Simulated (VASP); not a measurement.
# WC: single point with HSE06

Crystal: WC.

```
CELL_PARAMETERS angstrom
0.00000 2.23071 2.23071
2.23071 0.00000 2.23071
2.23071 2.23071 0.00000
ATOMIC_POSITIONS crystal
W 0.00000 0.00000 0.00000
C 0.50000 0.50000 0.50000
```

The cell was built by a generator and needn't be a form met in nature.

* Program: VASP 6.6.1
* Task: single point
* Functional: HSE06
* Potentials or basis: VASP PAW PBE potentials, release 64 (W_sv, C)
* Cutoff: 520 eV
* k mesh: 4 × 4 × 4
* Occupations: fermi-dirac, width 0.1 eV
* Spin: collinear spin, typed start
* Starting moments: [1.0, 0.0] μB
* Dipole correction: no
* Exchange at q = 0: truncated
* Grid for exact exchange (PRECFOCK): Normal
* Screening parameter: 0.2079 1/A
* Further INCAR settings: ALGO = Normal; EDIFF = 1e-06; NBANDS = 20

```yaml
Pressure: -28.5 GPa
Band_gap_on_the_k_mesh: none (metal or under the smearing width)
Net_moment: 0.00 μB per cell
Valence_electrons_inside_the_program's_atomic_spheres: W 11.91; C 2.38
```

Levels at points of the mesh, in eV from the Fermi level:
Spin up:
| k point | band 5 | band 6 | band 7 | band 8 | band 9 | band 10 | band 11 | band 12 | band 13 | band 14 |
| --- | --- | --- | --- | --- | --- | --- | --- | --- | --- | --- |
| (0.00, 0.00, 0.00) | -17.01 | -2.69 | -2.69 | -2.69 | -0.92 | -0.92 | -0.92 | -0.61 | -0.61 | 7.09 |
| (0.50, 0.00, 0.00) | -12.41 | -10.29 | -6.83 | -6.83 | 1.53 | 1.53 | 3.01 | 5.61 | 9.64 | 9.64 |
| (0.50, 0.50, 0.00) | -14.67 | -6.06 | -5.79 | -2.64 | -2.64 | 1.44 | 2.89 | 2.89 | 6.02 | 7.79 |
Spin down:
```tsv
k point	band 7	band 8	band 9	band 10	band 11	band 12
(0.00, 0.00, 0.00)	-2.69	-2.69	-0.92	-0.92	-0.92	-0.61
(0.50, 0.00, 0.00)	-6.83	-6.83	1.53	1.53	3.01	5.61
(0.50, 0.50, 0.00)	-5.79	-2.64	-2.64	1.44	2.89	2.89
```

It took 4.6 min on 1 thread of Intel(R) Xeon(R) 6975P-C (Granite Rapids) (shared host), peak memory 0.26 GiB.

Caveat: the k mesh is coarse (spacing up to 0.61 Å⁻¹), so the values aren't converged, least of all with exact exchange; a pressure of tens of GPa on the cell as given is suspect, and the run, the potentials or the cell itself is likely at fault; the PAW data sets were made with another functional, which shifts forces and pressure a little. The run has no spin-orbit coupling, so splittings on W are missing.
